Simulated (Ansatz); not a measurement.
## LiH (R-3m)

Method: DFT PBE, scalar-relativistic, plane waves, PAW (Ansatz 0.2.0).

Plane waves to 420 eV, a k mesh through Γ of 12×12×12 on the computed 8-atom cell and Gaussian smearing (0.02 eV); no spin polarisation.

The structure is relaxed at this level of theory with its symmetry kept, and needn't be the ground state of this composition.

Space group R-3m:H (No. 166). a = 2.807 Å, b = 2.807 Å, c = 28.560 Å, α = 90.00°, β = 90.00°, γ = 120.00°
```csv
atom,site,symmetry,x,y,z
Li,3a,-3m,0.0000,0.0000,0.0000
Li,3b,-3m,0.6667,0.3333,0.8333
Li,6c,3m,0.0000,0.0000,0.9142
H,6c,3m,0.0000,0.0000,0.7928
H,6c,3m,0.6667,0.3333,0.9572
```

Q: Formation energy from the elements' standard states (uncorrected)?

A: -0.390 eV/atom.

Q: Kohn–Sham band gap?

A: 3.62 eV.

Q: Orbital (Löwdin) character of the top 1 eV of the valence band?

A: H 1s 93 %.

Q: Bulk modulus?

A: 36 GPa.

Q: Its pressure derivative?

A: 3.3.

Q: Bader charge by site (e)?

A: Li (1 in the cell) 0.85, Li (1 in the cell) 0.85, Li (2 in the cell) 0.85, H (2 in the cell) -0.86, H (2 in the cell) -0.85.

The cell was found from a structure generator's guess, not taken from experiment. Kohn–Sham gaps at this level usually fall short of measured ones.
